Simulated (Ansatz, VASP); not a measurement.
AlN: VASP beside Ansatz

Contents of INCAR:

```
SYSTEM = AlN
PREC = Accurate ; ENCUT = 520
EDIFF = 1E-8 ; ISMEAR = -1
SIGMA = 0.02 ; LREAL = .FALSE.
LASPH = .TRUE. ; NELM = 100
ALGO = Normal ; ISIF = 2
LWAVE = .FALSE. ; LCHARG = .FALSE.
GGA = PE ; LEFG = .TRUE.
NBANDS = 16
```

File KPOINTS:

```
Automatic mesh
0
G
  11 11 6
  0 0 0
```

Contents of POSCAR:

```
AlN
1.0
    3.1100000000      0.0000000000      0.0000000000
   -1.5550000000      2.6933390058      0.0000000000
    0.0000000000      0.0000000000      4.9800000000
Al N
2 2
Direct
    0.6666666667      0.3333333333      0.0000000000
    0.3333333333      0.6666666667      0.5000000000
    0.6666666667      0.3333333333      0.3820000000
    0.3333333333      0.6666666667      0.8820000000
```

Input for Ansatz:

```yaml
crystal:
  lattice:
    - [3.11, 0.0, 0.0]
    - [-1.555, 2.6933390058, 0.0]
    - [0.0, 0.0, 4.98]
  atoms:
    - { symbol: Al, position: [0.6666666667, 0.3333333333, 0.0] }
    - { symbol: Al, position: [0.3333333333, 0.6666666667, 0.5] }
    - { symbol: "N", position: [0.6666666667, 0.3333333333, 0.382] }
    - { symbol: "N", position: [0.3333333333, 0.6666666667, 0.882] }
kpoints:
  mp_grid: { grid: [11, 11, 6] }
scf:
  occupations: { method: fermi_dirac, width: 0.02 }
hamiltonian:
  xc: pbe
  pseudopotentials: { kind: paw }
output:
  forces: true
  stress: true
  populations: true
  efg:
    quadrupole_moments_barn: { Al: 0.1466, "N": 0.02044 }
    contact_densities: true
```

Alike in both runs: task electric field gradients; functional PBE; k mesh 11 × 11 × 6; occupations fermi-dirac, width 0.02 eV; no spin polarisation.

|  | VASP | Ansatz |
| --- | --- | --- |
| version | VASP 6.6.1 | Ansatz 0.2.0 |
| potentials or method | VASP PAW PBE potentials, release 64 (Al, N) | plane-wave PAW, scalar-relativistic |
| plane-wave cutoff (eV) | 520 | 420 |
| valence electrons in the cell | 16 | 16 |

|  | VASP | Ansatz | Ansatz less VASP |
| --- | --- | --- | --- |
| gap on the k mesh at the Fermi level (eV) | 4.21 | 4.20 | -0.011 |
| pressure (GPa) | 3.9 | 4.1 | +0.27 |
| largest component of the traceless stress (GPa) | 0.05 | 0.10 | +0.044 |
| rms of the force components (eV/Å) | 0.005 | 0.005 | -0.0005 |
| Vzz of the field gradient on the site that differs most (V/Å²) | 0.1 | 0.0 | -0.15 |

Atom by atom the forces differ by 0.000 eV/Å (rms over components).

Caveats: an odd mesh through Γ misses points on the zone boundary, where band edges often lie.
